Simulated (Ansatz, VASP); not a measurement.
**Mg in VASP and in Ansatz**

File INCAR:

```
PREC = Accurate
ENCUT = 520
EDIFF = 1E-6
ISMEAR = -1
SIGMA = 0.1
LREAL = F
LASPH = T
NELM = 80
ALGO = Normal
ISIF = 2
LWAVE = F
LCHARG = F
GGA = B5
ALDAX = 1.0
AGGAX = 1.0
AGGAC = 1.0
ALDAC = 0.0
NBANDS = 7
```

File KPOINTS:

```
regular mesh
0
Gamma
  14 14 14
```

File POSCAR:

```
Mg
1.0
   -1.8739001151      1.8739001151      1.8739001151
    1.8739001151     -1.8739001151      1.8739001151
    1.8739001151      1.8739001151     -1.8739001151
Mg
1
Direct
    0.0000000000      0.0000000000      0.0000000000
```

Input for Ansatz:

```yaml
crystal:
  lattice:
    - [-1.8739001151, 1.8739001151, 1.8739001151]
    - [1.8739001151, -1.8739001151, 1.8739001151]
    - [1.8739001151, 1.8739001151, -1.8739001151]
  atoms:
    - { symbol: Mg, position: [0.0, 0.0, 0.0] }
hamiltonian:
  xc: blyp
  pseudopotentials:
    kind: paw
    azcp:
      Mg: "pseudopotentials/Mg.paw.azcp"
basis:
  ecutwfc: 420
  fft_grid_basis: typed
kpoints:
  mp_grid: { grid: [14, 14, 14], shift: [0, 0, 0] }
magnetization:
  spin_polarized: false
scf:
  occupations: { method: fermi_dirac, width: 0.1 }
  lower_state_search: "off"
output:
  stress: true
```

Alike in both runs: task single point; functional BLYP; k mesh 14 × 14 × 14; occupations fermi-dirac, width 0.1 eV; no spin polarisation.

|  | VASP | Ansatz |
| --- | --- | --- |
| version | VASP 6.6.1 | Ansatz 0.2.0 |
| potentials or method | VASP PAW PBE potentials, release 64 (Mg) | plane waves (420 eV) with PAW, scalar-relativistic |
| plane-wave cutoff (eV) | 520 | 420 |
| valence electrons in the cell | 2 | 10 |

```tsv
	VASP	Ansatz	Ansatz less VASP
pressure (GPa)	-2.6	-2.6	+0.05
```

With one functional, cell and mesh, what is left measures potentials, basis and numerics. The two sets of potentials don't hold the same shells in valence.

Caveats: the PAW data sets were made with another functional, which shifts forces and pressure a little (VASP).
